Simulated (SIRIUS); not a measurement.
Re:

```xyz
1
Lattice="0.0000 1.9750 1.9750 1.9750 0.0000 1.9750 1.9750 1.9750 0.0000" Properties=species:S:1:pos:R:3 pbc="T T T"
Re    0.0000    0.0000    0.0000
```

This isn't the form of Re at room conditions, which is hcp.

```yaml
Program: SIRIUS 7.10.0
Task: single point
Functional: PBE
Potentials_or_basis: PseudoDojo 0.4.1 PBE standard (scalar relativistic)
Cutoff: 983 eV
Density_cutoff: 3932 eV
k_mesh: 12 × 12 × 12
Occupations: fermi-dirac, width 0.05 eV
Spin: no spin polarisation
```

On this cell: pressure -9.2 GPa; band gap on the k mesh none (metal or under the smearing width).

The same run follows on a disturbed copy (cell strained at random at fixed volume):

```
Re
1.0
    -0.01177    2.02327    1.96577
     1.91022    0.03753    1.91646
     1.98270    2.04645   -0.03495
Re
1
Direct
  0.98654 0.01047 0.01073
```

What changes?

The energy (extrapolated to zero smearing) moves by +41.5 meV/atom; pressure -8.2 GPa; band gap on the k mesh none (metal or under the smearing width).

Stress tensor (GPa, compression positive):
```
 -4.64  -6.46   9.43
 -6.46 -14.10  -1.78
  9.43  -1.78  -5.76
```
